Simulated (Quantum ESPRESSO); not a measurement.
**PbS (Galena) in Quantum ESPRESSO: the effect of target pressure**

The system is PbS (Galena).

```
Pb S
1.0
     0.00000    2.96575    2.96575
     2.96575    0.00000    2.96575
     2.96575    2.96575    0.00000
Pb S
1 1
Direct
  0.00000 0.00000 0.00000
  0.50000 0.50000 0.50000
```

Alike in all runs:

```yaml
Program: Quantum ESPRESSO 7.5
Task: phonons
Functional: PBE
Potentials_or_basis: PseudoDojo 0.4.1 SR PBE standard
Cutoff: 762 eV
Density_cutoff: 3048 eV
k_mesh: 4 × 4 × 4, shifted
Occupations: fermi-dirac, width 0.05 eV
Spin: no spin polarisation
```

Each run relaxes the cell or the atoms first.

```tsv
target pressure	relaxed volume (Å³/atom)	dielectric constant (mean)	highest phonon frequency (cm⁻¹)
0 GPa	27.06	11.90	61
2 GPa	?	?	?
5 GPa	24.99	12.81	111
10 GPa	23.54	13.92	142
15 GPa	22.42	15.28	165
```

Task: What does the run with target pressure 2 GPa give?

Result: Relaxed volume 26.13 Å³/atom; dielectric constant 12.24 mean; highest phonon frequency 85 cm⁻¹.

Worked out: In Murnaghan's law V^(-B') rises as a straight line in P. The other rows fit best with B' = 4.0, V0 = 27.06 Å³/atom and B0 = 54 GPa, which gives 26.13 Å³/atom at 2 GPa, against the run's 26.13. A parabola through the other rows of the dielectric constant, of slope 0.175  per GPa there, gives 12.24 , against the run's 12.24. A parabola through the other rows of the highest phonon frequency, of slope 9.83 cm⁻¹ per GPa there, gives 82 cm⁻¹, against the run's 85.

Caveats: the cell is more than 3 GPa from zero pressure, which shifts response properties (some runs).
